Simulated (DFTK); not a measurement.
The system is Ti.

```xyz
2
Lattice="2.9500 0.0000 0.0000 -1.4750 2.5548 0.0000 0.0000 0.0000 4.6800" Properties=species:S:1:pos:R:3 pbc="T T T"
Ti    1.4750    0.8516    3.5100
Ti    0.0000    1.7032    1.1700
```

Base run:

```yaml
Program: DFTK 0.8.2
Functional: PBE
Potentials_or_basis: dojo.nc.sr.pbe.v0_4_1.standard.upf (PBE)
Cutoff: 1143 eV
k_mesh: 10 × 10 × 6
Occupations: fermi-dirac, width 0.05 eV
Spin: no spin polarisation
```

Its results: band gap on the k mesh none (metal or under the smearing width); pressure -1.4 GPa.

Question: The run is repeated on the same cell with these changes: functional from PBE to PBEsol; potentials or basis from dojo.nc.sr.pbe.v0_4_1.standard.upf (PBE) to dojo.nc.sr.pbesol.v0_4_1.standard.upf (PBEsol). What comes out?

Answer: Band gap on the k mesh none (metal or under the smearing width); pressure -5.7 GPa.

Not every run made on this cell is shown here.
